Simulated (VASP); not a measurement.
# Pr (P6_3/mmc) in VASP: notebook

Runs on Pr. Level: PBE. Tasks: single point.

Everything below comes from runs of VASP 6.6.1. Logs are shortened: lines on timing, memory, paths and dates and some standing lists are left out, and cuts for length are marked.

### Step 1. The cell of the first run

It takes space group P6_3/mmc (No. 194, hexagonal). The conventional cell has a = 3.644 Å, b = 3.644 Å, c = 5.880 Å, α = 90.00°, β = 90.00°, γ = 120.00°. Pr (site symmetry -6m2) is surrounded by 12 Pr at 3.62 to 3.64 Å.

This isn't the form of Pr at room conditions, which is double hcp.

### Step 2. Single point, PBE, collinear spin, typed start (volume scaled by 0.98)

Input file INCAR:

```
SYSTEM = Pr
PREC = Accurate
ENCUT = 520
EDIFF = 1E-6
ISMEAR = -1
SIGMA = 0.05
LREAL = .FALSE.
LASPH = .TRUE.
NELM = 150
ALGO = Normal
ISIF = 2
LWAVE = .FALSE.
LCHARG = .FALSE.
ISPIN = 2
MAGMOM = 2 2
LORBIT = 11
LMAXMIX = 6
GGA = PE
NBANDS = 24
```

Input file KPOINTS:

```
regular mesh
0
G
  8 8 5
  0 0 0
```

Input file POSCAR:

```
Pr
1.0
    3.6443750970      0.0000000000      0.0000000000
   -1.8221875485      3.1561214149      0.0000000000
    0.0000000000      0.0000000000      5.8802672592
Pr
2
Direct
    0.6666666667      0.3333333333      0.7500000000
    0.3333333333      0.6666666667      0.2500000000
```

Potentials or basis: VASP PAW PBE potentials, release 64 (Pr).

Run with:

```sh
$ cat potpaw_PBE.64/Pr/POTCAR > POTCAR
$ mpirun -np 1 vasp_std > vasp.out
```

OUTCAR:

```text
SYSTEM = Pr
   PREC = Accurate
   ENCUT = 520
   EDIFF = 1E-6
   ISMEAR = -1
   LREAL = .FALSE.
   LASPH = .TRUE.
   NELM = 150
   ISIF = 2
   ISPIN = 2
   LORBIT = 11
   GGA = PE

 ion  position               nearest neighbor table
   1  0.667  0.333  0.750-
   2  0.333  0.667  0.250-

  LATTYP: Found a hexagonal cell.
 ALAT       =     3.6443750970
 C/A-ratio  =     1.6135186699

  Lattice vectors:

 A1 = (   3.6443750970,   0.0000000000,   0.0000000000)
 A2 = (  -1.8221875485,   3.1561214149,   0.0000000000)
 A3 = (   0.0000000000,   0.0000000000,   5.8802672592)

Analysis of symmetry for initial positions (statically):
=====================================================================
 Subroutine PRICEL returns:
 Original cell was already a primitive cell.

 Routine SETGRP: Setting up the symmetry group for a
 hexagonal supercell.

 Subroutine GETGRP returns: Found 24 space group operations
 (whereof 12 operations were pure point group operations)
 out of a pool of 24 trial point group operations.

The static configuration has the point symmetry D_3d.
 The point group associated with its full space group is D_6h.

Analysis of symmetry for dynamics (positions and initial velocities):
=====================================================================
 Subroutine PRICEL returns:
 Original cell was already a primitive cell.

 Routine SETGRP: Setting up the symmetry group for a
 hexagonal supercell.

 Subroutine GETGRP returns: Found 24 space group operations
 (whereof 12 operations were pure point group operations)
 out of a pool of 24 trial point group operations.

The dynamic configuration has the point symmetry D_3d.
 The point group associated with its full space group is D_6h.

Analysis of structural, dynamic, and magnetic symmetry:
=====================================================================
 Subroutine PRICEL returns:
 Original cell was already a primitive cell.

 Routine SETGRP: Setting up the symmetry group for a
 hexagonal supercell.

 Subroutine GETGRP returns: Found 24 space group operations
 (whereof 12 operations were pure point group operations)
 out of a pool of 24 trial point group operations.

The overall configuration has the point symmetry D_3d.
 The point group associated with its full space group is D_6h.

 Subroutine INISYM returns: Found 24 space group operations
 (whereof 12 operations are pure point group operations),
 and found     1 'primitive' translations

----------------------------------------------------------------------------------------

                                     Primitive cell

  volume of cell :      67.6354

  direct lattice vectors                    reciprocal lattice vectors
     3.644375097  0.000000000  0.000000000     0.274395465  0.158422296  0.000000000
    -1.822187549  3.156121415  0.000000000     0.000000000  0.316844591  0.000000000
     0.000000000  0.000000000  5.880267259     0.000000000  0.000000000  0.170060298

  length of vectors
     3.644375097  3.644375097  5.880267259     0.316844591  0.316844591  0.170060298

  position of ions in fractional coordinates (direct lattice)
     0.666666667  0.333333333  0.750000000
     0.333333333  0.666666667  0.250000000

  ion indices of the primitive-cell ions
   primitive index   ion index
                 1           1
                 2           2

----------------------------------------------------------------------------------------

 KPOINTS: regular mesh

Automatic generation of k-mesh.
 Grid dimensions read from file:
 generate k-points for:    8    8    5

 Generating k-lattice:

  Cartesian coordinates                     Fractional coordinates (reciprocal lattice)
     0.034299433  0.019802787  0.000000000     0.125000000  0.000000000  0.000000000
     0.000000000  0.039605574  0.000000000     0.000000000  0.125000000  0.000000000
     0.000000000  0.000000000  0.034012060     0.000000000  0.000000000  0.200000000

  Length of vectors
     0.039605574  0.039605574  0.034012060

  Shift w.r.t. Gamma in fractional coordinates (k-lattice)
     0.000000000  0.000000000  0.000000000

 Subroutine IBZKPT returns following result:
 ===========================================

 Found     30 irreducible k-points:

 Following reciprocal coordinates:
            Coordinates               Weight
  0.000000  0.000000  0.000000      1.000000
  0.125000  0.000000  0.000000      6.000000
  0.250000  0.000000  0.000000      6.000000
  0.375000 -0.000000  0.000000      6.000000
  0.500000  0.000000  0.000000      3.000000
  0.125000  0.125000  0.000000      6.000000
[... 16 lines left out ...]
  0.250000  0.000000  0.400000     12.000000
  0.375000 -0.000000  0.400000     12.000000
 [... further k-points ...]
   k-points           NKPTS =     30   k-points in BZ     NKDIM =     30   number of bands    NBANDS=     24
   number of dos      NEDOS =    301   number of ions     NIONS =      2
   total plane-waves  NPLWV =  37632
   dimension x,y,z NGX =    28 NGY =   28 NGZ =   48
   dimension x,y,z NGXF=    56 NGYF=   56 NGZF=   96
   ions per type =               2
   NGX,Y,Z   is equivalent  to a cutoff of  12.77, 12.77, 13.57 a.u.
   NGXF,Y,Z  is equivalent  to a cutoff of  25.55, 25.55, 27.14 a.u.
 SYSTEM =  Pr
   PREC   = accura    normal or accurate (medium, high low for compatibility)
   ISTART =      0    job   : 0-new  1-cont  2-samecut
   ICHARG =      2    charge: 1-file 2-atom 10-const
   ISPIN  =      2    spin polarized calculation?
   LNONCOLLINEAR =      F non collinear calculations
   LSORBIT =      F    spin-orbit coupling
   LASPH  =      T    aspherical Exc in radial PAW
   ENCUT  =  520.0 eV  38.22 Ry    6.18 a.u.   6.78  6.78 10.93*2*pi/ulx,y,z
   NELM   =    150;   NELMIN=  2; NELMDL= -5     # of ELM steps
   EDIFF  = 0.1E-05   stopping-criterion for ELM
   LREAL  =      F    real-space projection
   EDIFFG = 0.1E-04   stopping-criterion for IOM
   NSW    =      0    number of steps for IOM
   IBRION =     -1    ionic relax: 0-MD 1-quasi-New 2-CG
   NFREE  =      0    steps in history (QN), initial steepest desc. (CG)
   ISIF   =      2    stress and relaxation
   ISYM   =      2    0-nonsym 1-usesym 2-fastsym
   POTIM  = 0.5000    time-step for ionic-motion
   TEBEG  =    0.0;   TEEND  =   0.0 temperature during run
   PSTRESS=    0.0 pullay stress
   NELECT =      26.0000    total number of electrons
   NUPDOWN=      -1.0000    fix difference up-down
   EMIN   =  10.00;   EMAX   =-10.00  energy-range for DOS
   EFERMI =   0.00;   METHOD = LEGACY
   ISMEAR =    -1;   SIGMA  =   0.05  broadening in eV -4-tet -1-fermi 0-gaus
   EFERMI_NEDOS =   21; number of points for ismear=-14 and -15
   IALGO  =     38    algorithm
   IMIX   =      4    mixing-type and parameters
     AMIX     =   0.40;   BMIX     =  1.00
     AMIX_MAG =   1.60;   BMIX_MAG =  1.00
  volume/ion in A,a.u.               =      33.82       228.21
  Fermi-wavevector in a.u.,A,eV,Ry     =   1.190350  2.249435 19.278545  1.416933
  Thomas-Fermi vector in A             =   2.326437
   LORBIT       =     11    0 simple, 1 ext, 2 COOP (PROOUT), +10 PAW based schemes
   GGA     = PE    functional components
   LHFCALC =     F    Hartree Fock is set to
   AEXX    =    0.0000 exact exchange contribution
   IVDW    =     0    specifies the selected vdW correction
   LEPSILON=     F    determine dielectric tensor
   LRPA    =     F    only Hartree local field effects (RPA)
 spin polarized calculation
  energy-cutoff  :      520.00
  volume of cell :       67.64
 maximum number of plane-waves:      1842
 NGX is ok and might be reduce to    28
   NGX = 13   NGY = 13   NGZ = 21

 number of electron      25.9999995 magnetization       5.4624603

 Free energy of the ion-electron system (eV)
  ---------------------------------------------------
  ext. energy  EPLUGINS =         0.00000000
  ---------------------------------------------------
  free energy    TOTEN  =       -10.93146118 eV

  energy without entropy =      -10.80633191  energy(sigma->0) =      -10.86889654

 E-fermi :   6.3139     XC(G=0): -10.0214

 val. band max:        6.3138011050   @ k =   0.5000   0.0000   0.2000
 cond. band min:       6.3168596575   @ k =   0.5000   0.0000   0.0000
 fundamental gap:      0.0030585526
 Fermi energy:         6.3138576266

 spin component 1

 k-point     1 :       0.0000    0.0000    0.0000
  band No.  band energies     occupation
      1     -29.8178      1.00000
      2     -29.6293      1.00000
      3     -12.5319      1.00000
      4     -11.3253      1.00000
      5     -11.3253      1.00000
      6     -11.1401      1.00000
[... 16 lines left out ...]
     23       7.2148      0.00000
     24       7.2297      0.00000
[... 598 lines left out ...]
      2     -29.6128      1.00000
      3     -12.3488      1.00000
      4     -12.2579      1.00000
      5     -11.6039      1.00000
      6     -11.4828      1.00000
[... 16 lines left out ...]
     23       6.8688      0.00002
     24       6.8812      0.00001

 [... further k-points ...]

 spin component 2

 k-point     1 :       0.0000    0.0000    0.0000
  band No.  band energies     occupation
      1     -28.7264      1.00000
      2     -28.5271      1.00000
      3     -11.7299      1.00000
      4     -10.4390      1.00000
      5     -10.4390      1.00000
      6     -10.2899      1.00000
[... 16 lines left out ...]
     23       8.1608      0.00000
     24       8.1769      0.00000
[... 598 lines left out ...]
      2     -28.5094      1.00000
      3     -11.5162      1.00000
      4     -11.4194      1.00000
      5     -10.7595      1.00000
      6     -10.6062      1.00000
[... 16 lines left out ...]
     23       8.3823      0.00000
     24       8.4032      0.00000

 [... further k-points ...]

------------------------ aborting loop because EDIFF is reached ----------------------------------------

  FORCE on cell =-STRESS in cart. coord.  units (eV):
  Direction    XX          YY          ZZ          XY          YZ          ZX
  --------------------------------------------------------------------------------------
  -------------------------------------------------------------------------------------
  Total        0.0381913      0.0381913      0.4421103      0.0000000      0.0000000      0.0000000
  in kB        0.9046922      0.9046922     10.4729096      0.0000000      0.0000000      0.0000000
  external PRESSURE =       4.0940980 kB  Pullay stress =       0.0000000 kB

 VOLUME and BASIS-vectors are now :
 -----------------------------------------------------------------------------
  energy-cutoff  :      520.00
  volume of cell :       67.64
      direct lattice vectors                 reciprocal lattice vectors
     3.644375097  0.000000000  0.000000000     0.274395465  0.158422296  0.000000000
    -1.822187549  3.156121415  0.000000000     0.000000000  0.316844591  0.000000000
     0.000000000  0.000000000  5.880267259     0.000000000  0.000000000  0.170060298

 POSITION                                       TOTAL-FORCE (eV/Angst)
 -----------------------------------------------------------------------------------
      1.82219      1.05204      4.41020        -0.000000      0.000000      0.000000
     -0.00000      2.10408      1.47007         0.000000      0.000000      0.000000
 -----------------------------------------------------------------------------------
    total drift:                               -0.000000      0.000000     -0.000000

  FREE ENERGIE OF THE ION-ELECTRON SYSTEM (eV)
  ---------------------------------------------------
  free  energy   TOTEN  =       -10.9314611780 eV

  energy  without entropy=      -10.8063319075  energy(sigma->0) =      -10.86889654

 total charge

# of ion       s       p       d       f       tot
--------------------------------------------------
    1        2.001   5.278   0.589   2.166  10.034
    2        2.001   5.278   0.589   2.166  10.034
--------------------------------------------------
tot          4.002  10.556   1.178   4.332  20.068

 magnetization (x)

# of ion       s       p       d       f       tot
--------------------------------------------------
    1       -0.008  -0.020   0.129   2.113   2.213
    2       -0.008  -0.020   0.129   2.113   2.213
--------------------------------------------------
tot         -0.017  -0.041   0.258   4.226   4.426
```

Run time: 6 min. Hardware: 1 thread of AMD EPYC 7R43 (Zen 3), shared host; peak memory 0.24 GiB.

Results:

* Free energy: -10.9315 eV
* Pressure: 0.4 GPa
* Band gap on the k mesh: none (metal or under the smearing width)
* Net moment: 5.46 μB per cell
* Site moments: Pr +2.21 μB
* Valence electrons inside the program's atomic spheres: Pr 10.03

Stress tensor (GPa, compression positive):
```
0.09 0.00 0.00
0.00 0.09 0.00
0.00 0.00 1.05
```

Caveat: the magnetic or orbital state may not be the lowest; spin-orbit coupling is left out, which moves the levels of the heavy elements. The state reached can hang on the start; a lower one may exist.

### Step 3. Single point, PBE, collinear spin, typed start (volume scaled by 0.96)

INCAR: that of step 2 with these lines changed.

```diff
@@ -3,3 +3,3 @@
 ENCUT = 520
-EDIFF = 1E-6
+EDIFF = 1E-7
 ISMEAR = -1
```

Input file KPOINTS:

```
Automatic mesh
0
G
  8 8 5
  0 0 0
```

Input file POSCAR:

```
Pr
1.0
    3.6194128403      0.0000000000      0.0000000000
   -1.8097064201      3.1345034665      0.0000000000
    0.0000000000      0.0000000000      5.8399901920
Pr
2
Direct
    0.6666666667      0.3333333333      0.7500000000
    0.3333333333      0.6666666667      0.2500000000
```

Potentials or basis: VASP PAW PBE potentials, release 64 (Pr).

Run with:

```sh
$ cat potpaw_PBE.64/Pr/POTCAR > POTCAR
$ mpirun -np 1 vasp_std > vasp.out
```

OUTCAR:

```text
SYSTEM = Pr
   PREC = Accurate
   ENCUT = 520
   EDIFF = 1E-7
   ISMEAR = -1
   LREAL = .FALSE.
   LASPH = .TRUE.
   NELM = 150
   ISIF = 2
   ISPIN = 2
   LORBIT = 11
   GGA = PE

 ion  position               nearest neighbor table
   1  0.667  0.333  0.750-
   2  0.333  0.667  0.250-

  LATTYP: Found a hexagonal cell.
 ALAT       =     3.6194128403
 C/A-ratio  =     1.6135186699

  Lattice vectors:

 A1 = (   3.6194128403,   0.0000000000,   0.0000000000)
 A2 = (  -1.8097064201,   3.1345034665,   0.0000000000)
 A3 = (   0.0000000000,   0.0000000000,   5.8399901920)

Analysis of symmetry for initial positions (statically):
=====================================================================
 Subroutine PRICEL returns:
 Original cell was already a primitive cell.

 Routine SETGRP: Setting up the symmetry group for a
 hexagonal supercell.

 Subroutine GETGRP returns: Found 24 space group operations
 (whereof 12 operations were pure point group operations)
 out of a pool of 24 trial point group operations.

The static configuration has the point symmetry D_3d.
 The point group associated with its full space group is D_6h.

Analysis of symmetry for dynamics (positions and initial velocities):
=====================================================================
 Subroutine PRICEL returns:
 Original cell was already a primitive cell.

 Routine SETGRP: Setting up the symmetry group for a
 hexagonal supercell.

 Subroutine GETGRP returns: Found 24 space group operations
 (whereof 12 operations were pure point group operations)
 out of a pool of 24 trial point group operations.

The dynamic configuration has the point symmetry D_3d.
 The point group associated with its full space group is D_6h.

Analysis of structural, dynamic, and magnetic symmetry:
[... 153 lines left out ...]
  ---------------------------------------------------
  ext. energy  EPLUGINS =         0.00000000
  ---------------------------------------------------
  free energy    TOTEN  =       -10.92554740 eV

  energy without entropy =      -10.79899257  energy(sigma->0) =      -10.86226999

 E-fermi :   6.4761     XC(G=0): -10.1154

 val. band max:        6.4758521612   @ k =   0.3750   0.0000   0.4000
 cond. band min:       6.4802693051   @ k =   0.1250   0.1250   0.0000
 fundamental gap:      0.0044171439
 Fermi energy:         6.4760799391

 spin component 1

 k-point     1 :       0.0000    0.0000    0.0000
  band No.  band energies     occupation
      1     -29.6522      1.00000
      2     -29.4481      1.00000
      3     -12.3992      1.00000
      4     -11.1256      1.00000
      5     -11.1256      1.00000
      6     -10.9301      1.00000
[... 637 lines left out ...]
     23       7.0294      0.00002
     24       7.0639      0.00001

 [... further k-points ...]

 spin component 2

 k-point     1 :       0.0000    0.0000    0.0000
  band No.  band energies     occupation
      1     -28.5681      1.00000
      2     -28.3525      1.00000
      3     -11.6047      1.00000
      4     -10.2452      1.00000
      5     -10.2452      1.00000
      6     -10.0805      1.00000
[... 637 lines left out ...]
     23       8.5360      0.00000
     24       8.5585      0.00000

 [... further k-points ...]

------------------------ aborting loop because EDIFF is reached ----------------------------------------

  FORCE on cell =-STRESS in cart. coord.  units (eV):
  Direction    XX          YY          ZZ          XY          YZ          ZX
  --------------------------------------------------------------------------------------
  -------------------------------------------------------------------------------------
  Total        0.1844451      0.1844451      0.6019403      0.0000000     -0.0000000      0.0000000
  in kB        4.4602447      4.4602447     14.5560986      0.0000000     -0.0000000      0.0000000
  external PRESSURE =       7.8255293 kB  Pullay stress =       0.0000000 kB

 VOLUME and BASIS-vectors are now :
 -----------------------------------------------------------------------------
  energy-cutoff  :      520.00
  volume of cell :       66.26
      direct lattice vectors                 reciprocal lattice vectors
     3.619412840  0.000000000  0.000000000     0.276287907  0.159514898  0.000000000
    -1.809706420  3.134503467  0.000000000     0.000000000  0.319029796  0.000000000
     0.000000000  0.000000000  5.839990192     0.000000000  0.000000000  0.171233164

 POSITION                                       TOTAL-FORCE (eV/Angst)
 -----------------------------------------------------------------------------------
      1.80971      1.04483      4.37999         0.000000     -0.000000      0.000000
     -0.00000      2.08967      1.46000        -0.000000      0.000000      0.000000
 -----------------------------------------------------------------------------------
    total drift:                               -0.000000      0.000000     -0.000000

  FREE ENERGIE OF THE ION-ELECTRON SYSTEM (eV)
  ---------------------------------------------------
  free  energy   TOTEN  =       -10.9255474045 eV

  energy  without entropy=      -10.7989925659  energy(sigma->0) =      -10.86226999

 total charge

# of ion       s       p       d       f       tot
--------------------------------------------------
    1        2.001   5.275   0.604   2.160  10.041
    2        2.001   5.275   0.604   2.160  10.041
--------------------------------------------------
tot          4.003  10.550   1.208   4.321  20.081

 magnetization (x)

# of ion       s       p       d       f       tot
--------------------------------------------------
    1       -0.008  -0.020   0.125   2.101   2.199
    2       -0.008  -0.020   0.125   2.101   2.199
--------------------------------------------------
tot         -0.016  -0.040   0.251   4.203   4.398
```

stdout:

```text
POSCAR found type information on POSCAR Pr
 POSCAR found :  1 types and       2 ions
 scaLAPACK will be used
 LDA part: xc-table for (Slater+PW92), standard interpolation
 POSCAR, INCAR and KPOINTS ok, starting setup
 FFT: planning ... GRIDC
 FFT: planning ... GRID_SOFT
 FFT: planning ... GRID
 WAVECAR not read
 entering main loop
```

Run time: 5.2 min. Hardware: 1 thread of Intel Xeon Platinum 8375C at 2.90GHz (Ice Lake), shared host; peak memory 0.26 GiB.

What came out:

| Property | Result |
| --- | --- |
| Free energy | -10.9255 eV |
| Pressure | 0.8 GPa |
| Band gap on the k mesh | none (metal or under the smearing width) |
| Net moment | 5.41 μB per cell |
| Site moments | Pr +2.20 μB |
| Valence electrons inside the program's atomic spheres | Pr 10.04 |

Stress tensor (GPa, compression positive):
```
0.45 0.00 0.00
0.00 0.45 0.00
0.00 0.00 1.46
```

Caveat: the magnetic or orbital state may not be the lowest; spin-orbit coupling is left out, which moves the levels of the heavy elements.
